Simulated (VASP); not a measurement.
# HgTe in VASP: relaxing the cell with several functionals, part 2 of 2

The system is HgTe (rocksalt), a generated structure that needn't be the ground state.

VASP 6.6.1, plane waves, PAW.

**4. LDA: cell and atoms**

INCAR reads:

```
ENCUT = 600.000000
SIGMA = 0.020000
EDIFF = 1.00e-07
EDIFFG = -5.00e-03
GGA = CA
PREC = Accurate
IBRION = 2
ISIF = 3
ISMEAR = -1
NBANDS = 16
NELM = 120
NSW = 40
LASPH = .TRUE.
LCHARG = .FALSE.
LWAVE = .FALSE.
LREAL = .FALSE.
```

KPOINTS reads:

```
KPOINTS created by Atomic Simulation Environment
0
Gamma
6 6 6
0 0 0
```

POSCAR reads:

```
Hg Te
 1.0000000000000000
     0.0000000000000000    3.0695573675518215    3.0695573675518215
     3.0695573675518215    0.0000000000000000    3.0695573675518215
     3.0695573675518215    3.0695573675518215   -0.0000000000000000
 Hg  Te
   1   1
Cartesian
 -0.0000000000000000 -0.0000000000000000  0.0000000000000000
  3.0695573675518215  3.0695573675518215  3.0695573675518215
```

Potentials: the recommended LDA PAW datasets, 18 valence electrons in the neutral cell.

Started as:

```
$ mpirun -np 1 vasp_std
```

The first run moved the cell so far that it was started again from its end, on a fresh basis. The second run's POSCAR:

```
Hg Te
 1.0000000000000000
     0.0000000000000000    2.9781141655736589    2.9781141655736589
     2.9781141655736589   -0.0000000000000000    2.9781141655736589
     2.9781141655736589    2.9781141655736589    0.0000000000000000
 Hg  Te
   1   1
Cartesian
  0.0000000000000000  0.0000000000000000  0.0000000000000000
  2.9781141655736589  2.9781141655736589  2.9781141655736589
```

The files below are the second run's.

Standard output, without the iteration lines:

```text
POSCAR found type information on POSCAR HgTe
 POSCAR found :  2 types and       2 ions
 LDA part: xc-table for (Slater(with rela. corr.)+CA(PZ))
 , standard interpolation
 POSCAR, INCAR and KPOINTS ok, starting setup
 FFT: planning ... GRIDC
 FFT: planning ... GRID_SOFT
 FFT: planning ... GRID
 WAVECAR not read
 WARNING: random wavefunctions but no delay for mixing, default for NELMDL
 entering main loop
 curvature:   0.00 expect dE= 0.000E+00 dE for cont linesearch  0.000E+00
 search vector abs. value=  0.227E-05
 reached required accuracy - stopping structural energy minimisation
```

OSZICAR:

```text
N       E                     dE             d eps       ncg     rms          rms(c)
DAV:   1     0.114554415885E+03    0.11455E+03   -0.91354E+03   512   0.113E+03
DAV:   2    -0.154815187363E+01   -0.11610E+03   -0.10798E+03   576   0.247E+02
DAV:   3    -0.514498901801E+01   -0.35968E+01   -0.35860E+01   632   0.456E+01
DAV:   4    -0.516945492675E+01   -0.24466E-01   -0.24462E-01   688   0.354E+00
DAV:   5    -0.516975016137E+01   -0.29523E-03   -0.29523E-03   664   0.320E-01    0.854E+00
DAV:   6    -0.496638842199E+01    0.20336E+00   -0.41510E-01   624   0.867E+00    0.647E+00
DAV:   7    -0.495669731209E+01    0.96911E-02   -0.65440E-02   616   0.180E+00    0.221E+00
DAV:   8    -0.495459114533E+01    0.21062E-02   -0.64430E-03   600   0.941E-01    0.499E-01
DAV:   9    -0.495433355585E+01    0.25759E-03   -0.38252E-04   680   0.206E-01    0.618E-02
DAV:  10    -0.495433364680E+01   -0.90956E-07   -0.35546E-05   624   0.506E-02    0.352E-02
DAV:  11    -0.495433449017E+01   -0.84337E-06   -0.39012E-06   640   0.123E-02    0.999E-03
DAV:  12    -0.495433425948E+01    0.23069E-06   -0.63850E-07   576   0.535E-03    0.471E-03
DAV:  13    -0.495433426406E+01   -0.45809E-08   -0.53536E-08   376   0.169E-03
   1 F= -.49543343E+01 E0= -.49527500E+01  d E =-.495433E+01
```

OUTCAR, selected sections:

```text
k-points           NKPTS =     16   k-points in BZ     NKDIM =     16   number of bands    NBANDS=     16

   NELECT =      18.0000    total number of electrons

   dimension x,y,z NGX =    36 NGY =   36 NGZ =   36
   dimension x,y,z NGXF=    72 NGYF=   72 NGZF=   72

  energy-cutoff  :      600.00
  volume of cell :       52.83
      direct lattice vectors                 reciprocal lattice vectors
     0.000000000  2.978114166  2.978114166    -0.167891482  0.167891482  0.167891482
     2.978114166  0.000000000  2.978114166     0.167891482 -0.167891482  0.167891482
     2.978114166  2.978114166  0.000000000     0.167891482  0.167891482 -0.167891482

 k-points in reciprocal lattice and weights: KPOINTS created by Atomic Simulation Env
   0.00000000  0.00000000  0.00000000       0.005
   0.16666667  0.00000000  0.00000000       0.037
   0.33333333  0.00000000  0.00000000       0.037
   0.50000000  0.00000000  0.00000000       0.019
   0.16666667  0.16666667  0.00000000       0.028
   0.33333333  0.16666667  0.00000000       0.111
   0.50000000  0.16666667  0.00000000       0.111
  -0.33333333  0.16666667  0.00000000       0.111
[... 8 more k-points ...]

 E-fermi :   5.1931

 k-point     1 :       0.0000    0.0000    0.0000
  band No.  band energies     occupation
      1      -7.5412      2.00000
      2      -1.9319      2.00000
      3      -1.9319      2.00000
      4      -1.8646      2.00000
      5      -1.8646      2.00000
      6      -1.8646      2.00000
      7       4.2409      2.00000
      8       4.2409      2.00000
      9       4.2409      2.00000
     10       4.2978      2.00000
     11      12.7220      0.00000
     12      12.7220      0.00000
     13      12.7220      0.00000
     14      12.9108      0.00000
     15      12.9108      0.00000
     16      12.9108      0.00000

 k-point     2 :       0.1667    0.0000    0.0000
  band No.  band energies     occupation
      1      -7.2721      2.00000
      2      -2.0394      2.00000
      3      -2.0394      2.00000
      4      -1.9118      2.00000
      5      -1.8191      2.00000
      6      -1.8191      2.00000
      7       1.7755      2.00000
      8       4.4925      2.00000
      9       4.4925      2.00000
     10       6.5634      0.00000
     11      10.6025      0.00000
     12      11.3181      0.00000
     13      11.3181      0.00000
     14      12.6373      0.00000
     15      13.4066      0.00000
     16      13.4066      0.00000

 k-point     3 :       0.3333    0.0000    0.0000
  band No.  band energies     occupation
      1      -6.5853      2.00000
      2      -2.2482      2.00000
      3      -2.2482      2.00000
      4      -2.1676      2.00000
      5      -1.7140      2.00000
      6      -1.7140      2.00000
      7      -0.1524      2.00000
      8       5.0579      1.99769
      9       5.0579      1.99769
     10       7.6024      0.00000
     11       9.2745      0.00000
     12       9.6130      0.00000
     13       9.6130      0.00000
     14      13.6269      0.00000
     15      14.7072      0.00000
     16      14.7072      0.00000

 k-point     4 :       0.5000    0.0000    0.0000
  band No.  band energies     occupation
      1      -6.0949      2.00000
      2      -2.5558      2.00000
      3      -2.3457      2.00000
      4      -2.3457      2.00000
      5      -1.6594      2.00000
      6      -1.6594      2.00000
      7      -0.7702      2.00000
      8       5.4113      0.00004
      9       5.4113      0.00004
     10       7.5175      0.00000
     11       8.8602      0.00000
     12       8.8602      0.00000
     13       9.0610      0.00000
     14      15.5828      0.00000
     15      16.0484      0.00000
     16      16.0484      0.00000

[... the tables of k-points 5 to 16 left out ...]

  Total       -0.0056014     -0.0056014     -0.0056014      0.0000000      0.0000000      0.0000000
  in kB       -0.1698836     -0.1698836     -0.1698836      0.0000000      0.0000000      0.0000000
  external PRESSURE =      -0.1698836 kB  Pullay stress =       0.0000000 kB

 POSITION                                       TOTAL-FORCE (eV/Angst)
 -----------------------------------------------------------------------------------
      0.00000      0.00000      0.00000        -0.000000     -0.000000      0.000000
      2.97811      2.97811      2.97811         0.000000      0.000000     -0.000000
 -----------------------------------------------------------------------------------
    total drift:                               -0.000000      0.000000      0.000000

  FREE ENERGIE OF THE ION-ELECTRON SYSTEM (eV)
  ---------------------------------------------------
  free  energy   TOTEN  =        -4.9543342641 eV

  energy  without entropy=       -4.9511657883  energy(sigma->0) =       -4.95275003
```

CONTCAR

```
Hg Te
   1.00000000000000
     0.0000000000000000    2.9781141655736589    2.9781141655736589
     2.9781141655736589    0.0000000000000000    2.9781141655736589
     2.9781141655736589    2.9781141655736589    0.0000000000000000
  Hg              Te
     1     1
Direct
     0.0000000000000000    0.0000000000000000    0.0000000000000000
     0.5000000000000000    0.5000000000000000    0.5000000000000000

  0.00000000E+00  0.00000000E+00  0.00000000E+00
  0.00000000E+00  0.00000000E+00  0.00000000E+00
```

Hardware: 1 MPI rank of Intel Xeon Platinum 8488C, shared host.

|  | before | after | change |
| --- | --- | --- | --- |
| a (Å) | 6.139 | 5.956 | -2.98 % |
| volume (Å³/atom) | 28.922 | 26.413 | -8.67 % |
| shortest distance (Å) | 3.070 | 2.978 | -2.98 % |
| space group | Fm-3m | Fm-3m | same |

**5. Results**

What follows sums up all 2 parts.

```
 level  a (Å)  volume (Å³/atom)  space group  Ansatz: volume (Å³/atom)
   PBE  6.146            29.019        Fm-3m                    28.922
PBEsol  6.010            27.130        Fm-3m                    27.029
   LDA  5.956            26.413        Fm-3m                    26.227
```

The PBE run changed the volume by +21.6 % from its own start of 23.87 Å³/atom. LDA gives the smallest cell and PBE the largest, 9.9 % apart in volume. LDA's volume lies 9.0 % below PBE's. The two programs differ by at most 0.70 % in volume, much less than the spread of the functionals. The two codes have different PAW datasets and cutoffs. VASP's cell holds 18 valence electrons and Ansatz's 36. LDA means the Perdew–Zunger form in VASP and the Perdew–Wang form in Ansatz.
